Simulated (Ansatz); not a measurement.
BaF₂:
```xyz
3
Lattice="0.0000 3.0976 3.0976 3.0976 0.0000 3.0976 3.0976 3.0976 0.0000" Properties=species:S:1:pos:R:3 pbc="T T T"
Ba     0.0000     0.0000     0.0000
F      1.5488     1.5488     1.5488
F      4.6464     4.6464     4.6464
```

Relaxed with r²SCAN.

Give the optical modes at the zone centre with their infrared and Raman activity from DFPT, the program Ansatz at the r²SCAN level (PAW).

Transverse frequencies, without the LO–TO term; a row sums one degenerate level.

```
ω (cm⁻¹)  degeneracy  IR ((D/Å)²/amu)  Raman (Å⁴/amu)  activity  symmetry
--------  ----------  ---------------  --------------  --------  --------
185                3            15.50               0        IR       T1u
243                3             0.00             5.6     Raman       T2g
```

How high does the top mode go among those that the LO–TO term moves?

340 cm⁻¹ for q along x.

Space group Fm-3m (fluorite). The cell was relaxed with r²SCAN under the symmetry of its start. Scalar-relativistic: spin–orbit coupling is off unless named, which matters more the heavier the elements.

Potentials: the earlier of the program's two PAW sets. The files were generated under PBE; for other functionals the program regenerates the frozen cores, and for LDA and PBEsol the local potential too.
